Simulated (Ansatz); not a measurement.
Be:

```
Be
1.0
     2.02081    0.00000    0.00000
     0.00000    2.02081    0.00000
     0.00000    0.00000    2.66164
Be
1
Direct
  0.00000 0.00000 0.50000
```

The cell was built by a generator and needn't be a form met in nature.

| Quantity | Value |
| --- | --- |
| Program | Ansatz 0.2.0 |
| Task | relaxation of cell and atoms |
| Functional | RPBE |
| Dispersion | D3(BJ) |
| Potentials or basis | Ansatz PAW |
| Cutoff | 420 eV (not typed: the program's choice for these potentials) |
| k mesh | 13 × 13 × 10 |
| Occupations | fermi-dirac, width 0.05 eV |
| Spin | no spin polarisation |

At the start: volume 10.87 Å³/atom.

**Question.** How do energy, volume and symmetry change on relaxing?

**Answer.** It ends after 8 steps and the volume is 8.31 Å³/atom (-23.5 %); space group P4/mmm (No. 123, to 0.05 Å).

The path:
```csv
step,energy change (eV),largest force (eV/Å),volume (Å³)
1,0.0000,0.0000,10.87
2,-0.0692,0.0000,10.02
3,-0.1255,0.0000,9.04
4,-0.1452,0.0000,8.47
5,-0.1461,0.0000,8.27
6,-0.1462,0.0000,8.31
7,-0.1462,0.0000,8.31
8,-0.1460,0.0000,8.31
```

Final structure:
```
Be
1.0
     1.91890    0.00000    0.00000
     0.00000    1.91890    0.00000
     0.00000    0.00000    2.25674
Be
1
Direct
  0.00000 0.00000 0.50000
```

Caveat: the volume moved by over 15 % at a fixed basis, so the end points are rough; the plane-wave basis is chosen anew once the cell has moved, so the energies of steps on either side of that aren't comparable; pairwise dispersion overbinds metals, which lowers pressure and volume; the PAW data sets come from PBE, with cores solved anew for the run's functional, which leaves a small shift of forces and pressure.
